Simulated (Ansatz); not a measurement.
**Hf (bcc): energy against volume**

Method: Ansatz 0.2.0, DFT, revPBE, plane waves (420 eV) with PAW, scalar-relativistic. (PAW data from PBE, frozen cores regenerated.)

The cell is scaled uniformly from the relaxed one, with fractional coordinates and shape fixed. Energies are extrapolated to zero smearing, pressures are those at the given smearing. Magnetic state: spin not included.

A Birch-Murnaghan fit gives V₀ = 22.75 Å³/atom, B₀ = 96 GPa, B₀′ = 3.3.

(1) What are the energy above the minimum and the pressure at 21.006 Å³/atom?

(2) What are the energy above the minimum and the pressure at 24.659 Å³/atom?

(3) What are the energy above the minimum and the pressure at 25.573 Å³/atom?

Results:

(1) 45.0 meV/atom and 9.11 GPa as computed.

(2) 42.7 meV/atom and -6.45 GPa as computed.

(3) 88.5 meV/atom and -8.94 GPa as computed.
